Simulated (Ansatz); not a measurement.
NaCl and the effect of the share of exact exchange

```xyz
2
Lattice="0.0000 2.7941 2.7941 2.7941 0.0000 2.7941 2.7941 2.7941 0.0000" Properties=species:S:1:pos:R:3 pbc="T T T"
Cl    2.7941    2.7941    2.7941
Na    0.0000    0.0000    0.0000
```

The cell is a database's computed one, not the measured one.

Kept alike: task single point; functional HSE06 form with a typed share of exact exchange; k mesh 4 × 4 × 4; occupations fermi-dirac, width 0.05 eV; no spin polarisation. Program: Ansatz, Ansatz PAW, cutoff 420 eV. Screening held at 0.2 Å⁻¹. The mesh is that of the run's cell of 2 atoms. No spin-orbit coupling.

```tsv
share of exact exchange, α	band gap (eV)	pressure (GPa)
0.05	5.493	1.45
0.1	5.773	1.32
0.15	6.055	1.20
0.2	6.338	1.08
0.25	6.623	0.96
0.3	?	?
0.4	7.487	0.60
0.5	8.069	0.37
```

The k mesh is coarse, so the values aren't converged. Pressure is positive in compression, with a Pulay correction for the finite cutoff. A gap read on the mesh alone can miss an edge between its points. All rows use potentials made for PBE. The mesh is thin for exact exchange.

Problem. Fit the rows shown and predict the run at 0.3.

Solution. A least-squares line through the rows shown is band gap = 5.7273 α + 5.1983 (largest miss 0.0083); at α = 0.3 it gives 6.916 eV. A least-squares line through the rows shown is pressure = -2.395 α + 1.562 (largest miss 0.008); at α = 0.3 it gives 0.84 GPa. The run gave: band gap 6.910 eV; pressure 0.84 GPa.
